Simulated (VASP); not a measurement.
Level of theory: PBE GGA, VASP's PBE PAW potentials (set 64) (plane waves; VASP).

VASP ran on this input.

### INCAR
```
LREAL = .False.   # projection in real space or not
SIGMA = 0.05   # width (eV)
SYSTEM = ZrO2
EDIFFG = -0.02
GGA = PE   # PBE
ALGO = Normal
ISIF = 3   # ions, shape and volume
LWAVE = .False.
IBRION = 2
LASPH = .True.   # aspherical one-centre terms
NSW = 40   # most ionic steps
ENCUT = 620   # plane-wave cut-off (eV)
EDIFF = 1E-6   # SCF stop (eV)
NELM = 100   # most electronic steps
LCHARG = .False.
PSTRESS = 200   # kbar
LMAXMIX = 4
PREC = Accurate
ISMEAR = 0   # Gaussian
```

POSCAR:
```
ZrO2
1
    0.0000000000     2.5252163412     2.5252163412
    2.5252163412     0.0000000000     2.5252163412
    2.5252163412     2.5252163412     0.0000000000
Zr O
1 2
Direct
  0.0000000000   0.0000000000   0.0000000000
  0.2500000000   0.2500000000   0.2500000000
  0.7500000000   0.7500000000   0.7500000000
```

KPOINTS:
```
K-points
0
G
  8 8 8
0 0 0
```

POTCAR, in this order: Zr_sv O (PBE.64 set). Program: vasp_std.

What VASP printed:

### OSZICAR
```
       N       E                     dE             d eps       ncg     rms          rms(c)
DAV:   1     0.227185543185E+03    0.22719E+03   -0.16331E+04   928   0.177E+03
DAV:   2    -0.253979193774E+02   -0.25258E+03   -0.24742E+03  1224   0.423E+02
DAV:   3    -0.345802659820E+02   -0.91823E+01   -0.91758E+01  1432   0.834E+01
DAV:   4    -0.348108761295E+02   -0.23061E+00   -0.23056E+00  1216   0.999E+00
DAV:   5    -0.348154063438E+02   -0.45302E-02   -0.45302E-02  1280   0.106E+00    0.261E+01
DAV:   6    -0.285839900143E+02    0.62314E+01   -0.35335E+01  1024   0.473E+01    0.105E+01
DAV:   7    -0.285547198553E+02    0.29270E-01   -0.13562E+00  1320   0.962E+00    0.656E+00
DAV:   8    -0.285314873075E+02    0.23233E-01   -0.15344E-01  1240   0.425E+00    0.449E-01
DAV:   9    -0.285317396282E+02   -0.25232E-03   -0.18390E-02  1192   0.935E-01    0.301E-01
DAV:  10    -0.285327534882E+02   -0.10139E-02   -0.56840E-03  1120   0.747E-01    0.165E-01
DAV:  11    -0.285327427648E+02    0.10723E-04   -0.18162E-03  1192   0.361E-01    0.145E-01
DAV:  12    -0.285326899441E+02    0.52821E-04   -0.29566E-04  1016   0.142E-01    0.694E-03
DAV:  13    -0.285326914237E+02   -0.14796E-05   -0.17172E-05  1232   0.307E-02    0.555E-03
DAV:  14    -0.285326916358E+02   -0.21211E-06   -0.26288E-06  1072   0.110E-02
   1 F= -.24512515E+02 E0= -.24512515E+02  d E =-.245125E+02
       N       E                     dE             d eps       ncg     rms          rms(c)
DAV:   1    -0.294663288014E+02   -0.93364E+00   -0.47107E+01  1080   0.740E+01    0.157E+01
DAV:   2    -0.282404279124E+02    0.12259E+01   -0.35709E+00  1080   0.171E+01    0.583E+00
DAV:   3    -0.280157712820E+02    0.22466E+00   -0.10970E+00  1440   0.912E+00    0.123E+00
DAV:   4    -0.280293655685E+02   -0.13594E-01   -0.61669E-02  1336   0.177E+00    0.114E+00
DAV:   5    -0.280456699111E+02   -0.16304E-01   -0.17624E-02  1496   0.719E-01    0.348E-01
DAV:   6    -0.280491945760E+02   -0.35247E-02   -0.49183E-03  1488   0.453E-01    0.708E-02
DAV:   7    -0.280492734876E+02   -0.78912E-04   -0.85902E-05  1056   0.990E-02    0.191E-02
DAV:   8    -0.280492890402E+02   -0.15553E-04   -0.21080E-05  1400   0.379E-02    0.592E-03
DAV:   9    -0.280492886597E+02    0.38058E-06   -0.32465E-07   576   0.605E-03
   2 F= -.24408818E+02 E0= -.24408818E+02  d E =0.103696E+00
       N       E                     dE             d eps       ncg     rms          rms(c)
DAV:   1    -0.290067433382E+02   -0.95745E+00   -0.20053E+01  1088   0.493E+01    0.970E+00
DAV:   2    -0.285430815492E+02    0.46366E+00   -0.17433E+00  1144   0.121E+01    0.410E+00
DAV:   3    -0.284252049674E+02    0.11788E+00   -0.40593E-01  1464   0.582E+00    0.597E-01
DAV:   4    -0.284286764990E+02   -0.34715E-02   -0.43589E-02  1456   0.158E+00    0.651E-01
DAV:   5    -0.284329763513E+02   -0.42999E-02   -0.29834E-03  1464   0.374E-01    0.365E-01
DAV:   6    -0.284364665657E+02   -0.34902E-02   -0.62695E-03  1504   0.495E-01    0.411E-02
DAV:   7    -0.284364522916E+02    0.14274E-04   -0.14721E-04  1008   0.979E-02    0.333E-02
DAV:   8    -0.284364612795E+02   -0.89880E-05   -0.21258E-05  1184   0.494E-02    0.430E-03
DAV:   9    -0.284364605163E+02    0.76326E-06   -0.73407E-07   560   0.836E-03
   3 F= -.24546928E+02 E0= -.24546928E+02  d E =-.344133E-01
```

File OUTCAR:
```
------------------------ aborting loop because EDIFF is reached ----------------------------------------
  FORCE on cell =-STRESS in cart. coord.  units (eV):
  Direction    XX          YY          ZZ          XY          YZ          ZX
  --------------------------------------------------------------------------------------
  Total        3.8427113      3.8427113      3.8427113     -0.0000000      0.0000000      0.0000000
  in kB      197.5924462    197.5924462    197.5924462     -0.0000000      0.0000000      0.0000000
  external PRESSURE =      -2.4075538 kB  Pullay stress =     200.0000000 kB
  volume of cell :       31.16
      direct lattice vectors                 reciprocal lattice vectors
     0.000000000  2.497560422  2.497560422    -0.200195357  0.200195357  0.200195357
     2.497560422  0.000000000  2.497560422     0.200195357 -0.200195357  0.200195357
     2.497560422  2.497560422  0.000000000     0.200195357  0.200195357 -0.200195357
 POSITION                                       TOTAL-FORCE (eV/Angst)
 -----------------------------------------------------------------------------------
      0.00000      0.00000      0.00000         0.000000      0.000000      0.000000
      1.24878      1.24878      1.24878        -0.000000     -0.000000     -0.000000
      3.74634      3.74634      3.74634         0.000000      0.000000      0.000000
 -----------------------------------------------------------------------------------
    total drift:                                0.000000     -0.000000      0.000000
  FREE ENERGIE OF THE ION-ELECTRON SYSTEM (eV)
  ---------------------------------------------------
  free  energy   TOTEN  =       -28.4364605163 eV

  energy  without entropy=      -28.4364605163  energy(sigma->0) =      -28.43646052
  enthalpy is  TOTEN    =       -24.5469278824 eV   P V=        3.8895326339

 reached required accuracy - stopping structural energy minimisation
```
(Selected blocks of OUTCAR.)

CONTCAR:
```
ZrO2
   1.00000000000000
     0.0000000000000000    2.4975604215382252    2.4975604215382252
     2.4975604215382252    0.0000000000000000    2.4975604215382252
     2.4975604215382252    2.4975604215382252    0.0000000000000000
  Zr              O
     1     2
Direct
     0.0000000000000000    0.0000000000000000    0.0000000000000000
     0.2500000000000000    0.2500000000000000    0.2500000000000000
     0.7500000000000000    0.7500000000000000    0.7500000000000000
```

OUTCAR:
```
 val. band max:        7.8741529511   @ k =   0.5000   0.5000   0.0000

 cond. band min:      11.3811767025   @ k =   0.0000   0.0000   0.0000


 Fermi energy:         8.1273408265

 k-point     1 :       0.0000    0.0000    0.0000
  band No.  band energies     occupation
      1     -39.9506      2.00000
      2     -17.7761      2.00000
      3     -17.7761      2.00000
      4     -17.7761      2.00000
      5     -10.5929      2.00000
      6      -7.8278      2.00000
      7       2.3076      2.00000
      8       2.3076      2.00000
      9       2.3076      2.00000
     10       7.3219      2.00000
     11       7.3219      2.00000
     12       7.3219      2.00000
     13      11.3812      0.00000
     14      11.3812      0.00000
     15      14.8793      0.00000
     16      17.9427      0.00000

 k-point     2 :       0.1250    0.0000    0.0000
  band No.  band energies     occupation
      1     -39.9414      2.00000
      2     -17.9236      2.00000
      3     -17.7892      2.00000
      4     -17.7892      2.00000
      5     -10.3367      2.00000
      6      -8.0057      2.00000
      7       2.4690      2.00000
      8       2.4690      2.00000
      9       2.7721      2.00000
     10       6.9522      2.00000
     11       7.0224      2.00000
     12       7.0224      2.00000
     13      11.7017      0.00000
     14      11.7017      0.00000
     15      15.3380      0.00000
     16      17.3701      0.00000

 k-point     3 :       0.2500    0.0000    0.0000
  band No.  band energies     occupation
      1     -39.9191      2.00000
      2     -18.2492      2.00000
      3     -17.8208      2.00000
      4     -17.8208      2.00000
      5      -9.8116      2.00000
      6      -8.2963      2.00000
      7       2.8623      2.00000
      8       2.8623      2.00000
      9       3.8543      2.00000
     10       6.2108      2.00000
     11       6.5096      2.00000
     12       6.5096      2.00000
     13      12.1617      0.00000
...
```

Energy and stress use the plane-wave basis of the starting cell.

The compound is ZrO2 in the fluorite structure, the high-temperature cubic form, which is unstable at 0 K; the monoclinic form is the stable one. This run relaxes it under an external pressure of 20 GPa. Symmetry was kept, so distortions that lower it aren't found.
